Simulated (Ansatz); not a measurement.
**Ti3SiC2: uniaxial stress, 2 GPa compression along x**

Take Ti$_{3}$SiC$_{2}$ (space group P6_3/mmc, No. 194; a = 3.0673 Å, c = 17.6756 Å) as the base. Axes: x lies along a and z along c of the hexagonal cell.

It is then changed as follows: uniaxial stress, 2 GPa compression along x; all other stress components relax to zero.

Calculations: r2SCAN, PAW, 500 eV (Ansatz, a program for electronic structure; no spin-orbit coupling). k-mesh 14×14×3 (Γ-centred); smearing 0.05 eV (Fermi–Dirac).

- Volume per atom: 11.96 Å³ (base 12.00 Å³)
- Space group: Cmcm (No. 63) (base P6_3/mmc (No. 194))
- Shortest interatomic distance: 2.084 Å (base 2.089 Å)
- Energy relative to the base (free energy F): +0.4 meV/atom
- Band gap: zero (base zero)
- Strain response (xx, yy, zz): (−0.58, +0.10, +0.14) % (rough)

Final structure:

```
CELL_PARAMETERS angstrom
      3.04963     0.00000     0.00000
     -1.52481     2.65892     0.00000
      0.00000     0.00000    17.69948
ATOMIC_POSITIONS crystal
  Ti 0.00000 0.00000 0.00000
  Ti 0.00000 0.00000 0.50000
  Ti 0.33352 0.66705 0.13515
  Ti 0.66648 0.33295 0.63515
  Ti 0.66648 0.33295 0.86485
  Ti 0.33352 0.66705 0.36485
  Si 0.00090 0.00179 0.25000
  Si 0.99910 0.99821 0.75000
  C  0.33332 0.66665 0.57246
  C  0.66668 0.33335 0.07246
  C  0.66668 0.33335 0.42754
  C  0.33332 0.66665 0.92754
```

Without a gap, meshes like the base's 14×14×3 leave anisotropic stresses uncertain by several tenths of a GPa, and small strain energies with them. Beyond what the load breaks, stability against distortions was not tested. The final runs are not spin-polarised.
